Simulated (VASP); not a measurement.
Write the native input for VASP 6.6.1 that does the following.

```
Task                   : single point
Functional             : PBE
Potentials or basis    : VASP PAW PBE potentials, release 64 (Sb_d_GW)
Cutoff                 : 500 eV
k mesh                 : 6 × 6 × 6
Occupations            : gaussian, width 0.02 eV
Spin                   : no spin polarisation
Further INCAR settings : ALGO = Normal; EDIFF = 1e-06; NBANDS = 14
```

The structure of Sb lies in POSCAR:

```
Sb
1.0
   -1.8713408863      1.8713408863      1.8713408863
    1.8713408863     -1.8713408863      1.8713408863
    1.8713408863      1.8713408863     -1.8713408863
Sb
1
Direct
    0.0000000000      0.0000000000      0.0000000000
```

This isn't the form of Sb at room conditions, which is rhombohedral.

The input as run:

INCAR

```
SYSTEM = Sb
  ALGO = Normal
  EDIFF = 1E-6
  ENCUT = 500
  GGA = PE
  ISIF = 2
  ISMEAR = 0
  LASPH = .True.
  LCHARG = .True.
  LELF = .True.
  LREAL = .False.
  LVHAR = .True.
  LWAVE = .False.
  NBANDS = 14
  NELM = 100
  PREC = Accurate
  SIGMA = 0.02
```

KPOINTS

```
k-points
0
Gamma
  6 6 6
  0 0 0
```

Potentials or basis: VASP PAW PBE potentials, release 64 (Sb_d_GW).

Launch:

```console
$ cat potpaw_PBE.64/Sb_d_GW/POTCAR > POTCAR
$ mpirun -np 1 vasp_std > vasp.out
```

It gave:

- Pressure: 3.2 GPa
- Band gap on the k mesh: none (metal or under the smearing width)

Caveat: the k mesh is coarse (spacing up to 0.40 Å⁻¹), so the values aren't converged.

Wall time 4.4 s on 1 thread of Intel(R) Xeon(R) Platinum 8488C (Sapphire Rapids), with other jobs on the host, peak memory 0.14 GiB.
